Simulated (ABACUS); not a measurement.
Runs of ABACUS 3.10.1 on MgS (Niningerite). Symmetry: Fm-3m, No. 225, cubic system. Conventional cell: a = 5.203 Å, b = 5.203 Å, c = 5.203 Å, α = 90.00°, β = 90.00°, γ = 90.00°. Around S (site symmetry m-3m) lie 6 Mg at 2.60 Å. Mg (site symmetry m-3m) is surrounded by 6 S at 2.60 Å. 

| task | potentials or basis | cutoff (eV) | SCF threshold on the density | eigensolver | gap on the mesh (eV) | pressure (GPa) | V0 of scaled cells (Å³/atom) | B0 (GPa) |
| --- | --- | --- | --- | --- | --- | --- | --- | --- |
| single point | PseudoDojo NC SR 0.4.1 PBE standard, DZP LCAO (the cutoffs set its grid) | 1361 | 1e-07 | genelpa | (b) | 2.2 | - | - |
| single point | PseudoDojo NC SR 0.4.1 PBE standard, plane waves | 1143 | 1e-08 | dav | (a) | 1.2 | - | - |
| equation of state | PseudoDojo NC SR 0.4.1 PBE standard, plane waves | 1143 | 1e-08 | dav | - | - | 17.90 | 74 |
| equation of state | PseudoDojo NC SR 0.4.1 PBE standard, DZP LCAO (the cutoffs set its grid) | 1361 | 1e-07 | genelpa | - | - | 18.11 | 74 |

Alike in all rows: level PBE; no spin polarisation; cell as given; k mesh 9 × 9 × 9; smearing fermi-dirac 0.05 eV.

Task: Fill in the values left out.

Result: (a) 2.92; (b) 2.82.

Caveats: the atomic orbitals were generated for these runs and aren't a published set (some runs); an odd mesh through Γ misses points on the zone boundary, where band edges often lie (some runs); the basis of atomic orbitals isn't converged, which shifts pressures, moduli and gaps (some runs).

Not every run made on this cell is shown here.
